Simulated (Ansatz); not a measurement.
# FePt (Tetraferroplatinum) (P4/mmm) in Ansatz: a series of runs

The runs below take FePt (Tetraferroplatinum) through single point, with PBE.

Program: Ansatz 0.2.0. These are calculated values, not measurements. Logs are shortened: lines on timing, memory, paths and dates and some standing lists are left out, and cuts for length are marked.

## (1) The structure

Symmetry: P4/mmm, No. 123, tetragonal system. Conventional cell: a = 2.724 Å, b = 2.724 Å, c = 3.720 Å, α = 90.00°, β = 90.00°, γ = 90.00°. Pt (site symmetry 4/mmm) has 8 Fe at 2.68 Å and 4 Pt at 2.72 Å as nearest neighbours. Around Fe (site symmetry 4/mmm) lie 8 Pt at 2.68 Å and 4 Fe at 2.72 Å.

## (2) Single point, PBE, collinear spin, ferromagnetic start

Contents of input.yaml:

```yaml
crystal:
  lattice:
    - [2.7235, 0.0, 0.0]
    - [0.0, 2.7235, 0.0]
    - [0.0, 0.0, 3.72]
  atoms:
    - { symbol: Pt, position: [0.5, 0.5, 0.5] }
    - { symbol: Fe, position: [0.0, 0.0, 0.0], spin: 3.0 }
kpoints:
  mp_grid: { grid: [10, 10, 7] }
scf:
  occupations: { method: gaussian, width: 0.02 }
hamiltonian:
  xc: pbe
  pseudopotentials: { kind: all_electron, lapw: { basis_error: 0.001 } }
magnetization:
  spin_polarized: true
output:
  forces: true
  stress: true
  eigenvalues: true
```

Potentials or basis: all-electron LAPW, scalar-relativistic.

Run with:

```
$ ansatz run input.yaml --threads 2 --pin off --max-ram 6144MiB --backend cpu --events-out ev --progress --plain --runs-dir out
```

Standard output:

```text
Warning: RAYON_NUM_THREADS=2 ignored (pool sized by the plan → 2); use --threads N
LAPW: plane waves up to 8.603 Å⁻¹, error target 1.0e-3 eV per atom; small_component_spin mean_spin; Fe in spheres of 1.316 Å, 16 of its electrons in bands, Dirac shells []; Pt in spheres of 1.362 Å, 42 of its electrons in bands, Dirac shells [] (how accurate: hamiltonian.pseudopotentials.lapw.basis_error, Limitations)
Engine: ansatz 0.2.0, aarch64-unknown-linux-gnu
Pseudopotentials: kind: all_electron
Pseudopotential: Pt, LAPW, valence charge 42, lapw/all_electron/scalar/gaussian/Pt, Koelling and Harmon's equation, gaussian nucleus
Pseudopotential: Fe, LAPW, valence charge 16, lapw/all_electron/scalar/gaussian/Fe, Koelling and Harmon's equation, gaussian nucleus
Functional definition: PBE
  parameter kappa = 0.804
  parameter beta = 0.06672455060314922
  exchange = pbe_x(kappa = kappa, mu = beta*pi^2/3)
  correlation = pbe_c(beta = beta)
Crystal: 2 atoms, lattice volume = 27.593 Å³
Basis set: ecut = 282.01470852223224 eV, 311 PW (Γ), exchange–correlation at level 2
Bands: 37, of which v1, the nominal top of the filled ones, is band 29 counted from 1 (28 counted from 0)
Symmetry: 16 space group operations
Space group: P4/mmm (ITA 123), of the structure as read, at distance tolerance 3.0e-5 Å
Magnetic group: BNS 123.339 (UNI 999), of the structure as read, at distance tolerance 3.0e-5 Å
k-points: 84 of 700
Non-local potential: Pt, projectors of the file, none
Non-local potential: Fe, projectors of the file, none
Initial density: superposition of atomic densities (chi_scale 0.1, normalization cell)
Starting moments: Σ|m| = 3 μB on 1 of 2 sites
Initial wavefunctions: plane waves of lowest kinetic energy (no species holds an atomic orbital)
Functional: x = pbe(κ = 0.804, μ = 0.2195149727645171), c = pbe(β = 0.06672455060314922)
iter 1 solved again at ethr=5.83e-3 eV; its pass at ethr=1.00e-1 eV (dr2=3.38e0 eV) is discarded
SCF iter   1: F=—  HF=-535592.993737 eV  |F-HF|=—  |Δ(HF+E_count)|=         —  Δρ=5.30e-2 (↑2.64e-2 ↓5.30e-2)  dr2=3.38e0  dr2_m=6.15e-2  M=2.666 μB ∫|m|=2.727 μB  β_m=0.30  ethr=5.83e-3  ⟨swp⟩=2.0  Hψ=39656  notcnv=0
Mixer restart at iter 1: flushing history
preconditioner: auto → Kerker (q_TF=auto, 3.088 Å⁻¹)  [metal: Δε(μ)=0.002 eV  Ē_g=11.440 eV  σ=0.020 eV  W_gap=0.05  n_scr=14 (ndim 8)  ℏωp=30.0 eV  f_vac=0.000  D(μ)=2.34/eV (n_scr^D=28)]
spin=Collinear: Kerker preconditioning applied to the charge; magnetization (m = ρ↑ − ρ↓) channel mixes plain (no charge-response kernel on spin).
iter 2 solved again at ethr=4.41e-5 eV; its pass at ethr=5.83e-3 eV (dr2=2.56e-2 eV) is discarded
SCF iter   2: F=—  HF=-535591.935984 eV  |F-HF|=—  |Δ(HF+E_count)|=    1.06e0  Δρ=1.43e-2 (↑7.13e-3 ↓1.43e-2)  dr2=2.56e-2  dr2_m=2.23e-2  M=3.246 μB ∫|m|=3.334 μB  β_m=0.27  ethr=4.41e-5  ⟨swp⟩=2.7  Hψ=31957  notcnv=0  defer=2
preconditioner: auto → none  [insulator: Δε(μ)=0.039 eV  Ē_g=12.021 eV  σ=0.020 eV  W_gap=0.72  n_scr=14 (ndim 8)  ℏωp=30.0 eV  f_vac=0.000  D(μ)=1.49/eV (n_scr^D=14)  ε∞_Penn≈7.2]
SCF iter   3: F=—  HF=-535591.863499 eV  |F-HF|=—  |Δ(HF+E_count)|=   7.25e-2  Δρ=9.98e-3 (↑5.52e-3 ↓9.98e-3)  dr2=9.41e-3  dr2_m=1.28e-2  M=3.227 μB ∫|m|=3.329 μB  β_m=0.61  ethr=4.41e-5  ⟨swp⟩=2.4  Hψ=19140  notcnv=0
SCF iter   4: F=—  HF=-535591.920465 eV  |F-HF|=—  |Δ(HF+E_count)|=         —  Δρ=6.95e-3 (↑5.21e-3 ↓6.95e-3)  dr2=5.64e-2  dr2_m=2.49e-3  M=3.313 μB ∫|m|=3.459 μB  β_m=0.61  ethr=1.62e-5  ⟨swp⟩=3.0  Hψ=20556  notcnv=0
Mixer restart at iter 4: flushing history
the basis was enlarged: its passes take 2.1 MiB over the memory plan, 2 of 2 planned eigensolver slots
SCF iter   5: F=—  HF=-535591.985076 eV  |F-HF|=—  |Δ(HF+E_count)|=   6.46e-2  Δρ=1.36e-2 (↑7.02e-3 ↓1.36e-2)  dr2=2.54e-1  dr2_m=3.17e-3  M=3.209 μB ∫|m|=3.364 μB  β_m=0.38  ethr=1.62e-5  ⟨swp⟩=3.0  Hψ=21489  notcnv=0  recentre
SCF iter   6: F=—  HF=-535591.881746 eV  |F-HF|=—  |Δ(HF+E_count)|=   1.03e-1  Δρ=2.11e-3 (↑1.42e-3 ↓2.11e-3)  dr2=2.62e-3  dr2_m=4.51e-4  M=3.277 μB ∫|m|=3.436 μB  β_m=0.57  ethr=1.62e-5  ⟨swp⟩=3.0  Hψ=21084  notcnv=0
SCF iter   7: F=—  HF=-535591.883078 eV  |F-HF|=—  |Δ(HF+E_count)|=   1.33e-3  Δρ=6.28e-4 (↑1.35e-4 ↓6.28e-4)  dr2=8.60e-5  dr2_m=2.99e-5  M=3.270 μB ∫|m|=3.444 μB  β_m=0.55  ethr=4.51e-6  ⟨swp⟩=2.0  Hψ=18002  notcnv=0
SCF iter   8: F=—  HF=-535591.883125 eV  |F-HF|=—  |Δ(HF+E_count)|=   4.72e-5  Δρ=2.16e-4 (↑2.16e-4 ↓1.61e-4)  dr2=2.06e-5  dr2_m=7.09e-6  M=3.278 μB ∫|m|=3.455 μB  β_m=0.49  ethr=1.48e-7  ⟨swp⟩=2.6  Hψ=18533  notcnv=0
SCF iter   9: F=—  HF=-535591.883099 eV  |F-HF|=—  |Δ(HF+E_count)|=   2.57e-5  Δρ=7.92e-5 (↑7.92e-5 ↓7.81e-5)  dr2=1.14e-6  dr2_m=1.32e-6  M=3.279 μB ∫|m|=3.457 μB  β_m=0.75  ethr=3.55e-8  ⟨swp⟩=2.4  Hψ=17751  notcnv=0
SCF iter  10: F=—  HF=-535591.883108 eV  |F-HF|=—  |Δ(HF+E_count)|=   8.49e-6  Δρ=1.88e-5 (↑1.33e-5 ↓1.88e-5)  dr2=1.01e-7  dr2_m=5.21e-8  M=3.280 μB ∫|m|=3.458 μB  β_m=0.76  ethr=1.97e-9  ⟨swp⟩=3.0  Hψ=18443  notcnv=0
SCF iter  11: F=—  HF=-535591.883108 eV  |F-HF|=—  |Δ(HF+E_count)|=   5.42e-7  Δρ=4.29e-6 (↑1.22e-6 ↓4.29e-6)  dr2=8.47e-9  dr2_m=1.66e-9  M=3.280 μB ∫|m|=3.458 μB  β_m=0.74  ethr=1.74e-10  ⟨swp⟩=2.8  Hψ=18353  notcnv=0
SCF iter  12: F=-535591.883108 eV  HF=-535591.883108 eV  |F-HF|=2.41e-8  |Δ(HF+E_count)|=   5.59e-9  Δρ=3.71e-6 (↑3.71e-6 ↓3.58e-6)  dr2=1.20e-8  dr2_m=2.03e-9  M=3.280 μB ∫|m|=3.457 μB  ethr=1.46e-11  ⟨swp⟩=2.7  Hψ=18319  notcnv=0
SCF 1 converged in 12 iterations: F = -535591.883108 eV  dr2 = 1.20e-8
SCF converged after 12 iterations
Magnetization: 3.2800 μB (30.6400 up, 27.3600 down)
Absolute magnetization: 3.4575 μB (∫|ρ↑−ρ↓|)
Spin contamination: 0.0857 ħ² per cell (⟨S²⟩ above its minimum at these occupations)
Per-site moments (μB) at R_I (Å): [(0.37349369034131286, 1.3617499797083386), (2.96782332218471, 1.3156229699135922)]
Free energy (F): -535591.883108 eV
Harris-Foulkes:  -535591.883108 eV  (|F-HF|=2.41e-8)
Internal energy: -535591.882651 eV  (E = F + TS)
E sigma→0 (E₀):  -535591.882880 eV
Entropy (-TS):   -0.000457 eV (-0.229 meV/atom)
Fermi energy:    23.660520 eV
--- Per-component energies (eV) ---
  E_band       = -3668.980560
  E_kinetic    = 604002.700904
  E_xc         = -11217.325297
  E_electrostatic = -1128377.258257  (all electrons and nuclei)
  E_smearing   = -0.000457  (= −TS)
  E_closure    = 0.000000  (closes the sum)
  E_atoms      = -535576.222446  (free atoms, spherical and without spin; not in F)
  Σ components = -535591.883108   (vs F -535591.883108, Δ=0.00e0)
  Basis errors (estimates in eV, not in F): energy 2.1e-4 per atom: plane waves 1.7e-4 (8.4e-5 summed), levels above the bands 0.0e0, relativity 4.6e-8, radial functions 4.6e-5, core shells 1.8e-7; eigenvalues (radial functions only) 4.2e-6; not estimated: angular momenta, meshes, grids; target (lapw.basis_error) 1.0e-3; muffin-tin radii Fe 1.316 Å, Pt 1.362 Å
--- Forces (eV/Å), atoms counted from 1 ---
  atom   1  Pt     0.00000000    -0.00000000     0.00000000
  atom   2  Fe     0.00000000    -0.00000000     0.00000000
  max |Σ_I F_I| component: 1.75e-30 eV/Å
--- Stress (GPa, compression-positive) ---
        3.199834       0.000000       0.000000
        0.000000       3.199834       0.000000
        0.000000       0.000000       3.632023
  P = ⅓ Tr σ = 3.3439 GPa (33.439 kbar)
--- Band table (eV; the first three rows and the last of 168) ---
  k-point 0 ↑: bands = ["-279.7549", "-279.7289", "-279.7228", "-279.7228", "-279.6937", "-75.0548", "-65.2338", "-43.4889", "-43.4864", "-43.4864", "-43.4715", "-43.4533", "-43.4533", "-43.4436", "-31.4407", "-31.1497", "-31.1497", "-29.2634", "-29.1631", "-29.1631", "13.9804", "17.2248", "17.4174", "20.1651", "20.1651", "20.6946", "21.4801", "21.6792", "23.0868", "23.2332", "23.2332", "25.8522", "33.3485", "35.2039", "35.2039", "40.6268", "42.3472"]
  k-point 1 ↑: bands = ["-279.7549", "-279.7289", "-279.7228", "-279.7228", "-279.6937", "-75.0548", "-65.2339", "-43.4889", "-43.4864", "-43.4864", "-43.4715", "-43.4533", "-43.4533", "-43.4436", "-31.4387", "-31.1492", "-31.1492", "-29.2675", "-29.1637", "-29.1637", "14.2328", "17.3358", "17.4906", "20.2677", "20.2677", "20.5814", "21.5229", "21.5582", "22.9957", "22.9957", "23.0351", "24.6987", "34.7896", "35.7324", "35.7324", "40.1403", "42.8886"]
  k-point 2 ↑: bands = ["-279.7549", "-279.7289", "-279.7228", "-279.7228", "-279.6937", "-75.0547", "-65.2339", "-43.4889", "-43.4864", "-43.4864", "-43.4715", "-43.4533", "-43.4533", "-43.4436", "-31.4342", "-31.1481", "-31.1481", "-29.2768", "-29.1649", "-29.1649", "14.9186", "17.6029", "17.6763", "20.3070", "20.5721", "20.5721", "21.2500", "21.6312", "22.4104", "22.4104", "22.6501", "22.9067", "37.1604", "37.1604", "37.4946", "39.5695", "42.6651"]
  k-point 83 ↓: bands = ["-279.7127", "-279.6884", "-279.6884", "-279.6865", "-279.6644", "-74.7718", "-61.8169", "-43.4301", "-43.4280", "-43.4280", "-43.4089", "-43.4008", "-43.4008", "-43.3995", "-29.1346", "-29.1346", "-28.9138", "-27.9882", "-27.9755", "-27.9755", "17.6582", "18.9077", "18.9077", "21.1467", "22.3190", "22.3190", "22.6289", "24.5044", "24.5625", "25.3738", "30.6849", "30.6849", "32.1182", "32.4674", "33.0035", "33.0035", "33.2499"]
```

It took 41 s on 2 threads of Arm Neoverse V2, shared host; peak memory 0.7 GiB.

Results:

| Quantity | Value |
| --- | --- |
| Free energy | -535591.8831 eV |
| Pressure | 3.3 GPa |
| Band gap on the k mesh | none (metal or under the smearing width) |
| Net moment | 3.28 μB per cell |
| Absolute moment | 3.46 μB per cell |
| Site moments | Pt +0.37; Fe +2.97 μB |

Spin-orbit coupling is left out, which matters for the levels of Pt.

## (3) Single point, PBE, collinear spin, ferromagnetic start

Edit input.yaml of step 2 so:

```diff
@@ -11,3 +11,3 @@
 scf:
-  occupations: { method: gaussian, width: 0.02 }
+  occupations: { method: gaussian, width: 0.028 }
 hamiltonian:
```

Potentials or basis: all-electron LAPW, scalar-relativistic.

Run with:

```
$ ansatz run input.yaml --threads 2 --pin off --max-ram 6144MiB --backend cpu --events-out ev --progress --plain --runs-dir out
```

Wall time 41 s (2 threads of Arm Neoverse V2, shared host); peak memory 0.7 GiB.

The run converged. Its results:

- Free energy: -535591.8833 eV
- Pressure: 3.3 GPa
- Band gap on the k mesh: none (metal or under the smearing width)
- Net moment: 3.28 μB per cell
- Absolute moment: 3.46 μB per cell
- Site moments: Pt +0.37; Fe +2.97 μB

Stress tensor (GPa, compression positive):
```
3.21 0.00 0.00
0.00 3.21 0.00
0.00 0.00 3.60
```

Levels at points of the mesh, in eV from the Fermi level:
Spin up:
```csv
k point,band 29,band 30,band 31,band 32,band 33,band 34
"(0.00, 0.00, 0.00)",-0.57,-0.43,-0.43,2.19,9.69,11.54
"(0.00, -0.50, 0.00)",-2.17,-1.69,0.10,1.97,10.38,10.51
"(-0.50, -0.50, 0.00)",-0.50,0.50,1.52,1.52,7.54,9.93
```
Spin down:
| k point | band 25 | band 26 | band 27 | band 28 | band 29 | band 30 | band 31 | band 32 |
| --- | --- | --- | --- | --- | --- | --- | --- | --- |
| (0.00, 0.00, 0.00) | -2.43 | -0.84 | -0.81 | 0.59 | 1.66 | 1.66 | 1.70 | 2.37 |
| (0.00, -0.50, 0.00) | -2.52 | -1.44 | -1.23 | -0.92 | 0.52 | 0.68 | 2.31 | 2.56 |
| (-0.50, -0.50, 0.00) | 0.90 | 1.23 | 1.65 | 1.65 | 1.67 | 1.71 | 1.73 | 1.73 |

The run has no spin-orbit coupling, so splittings on Pt are missing.
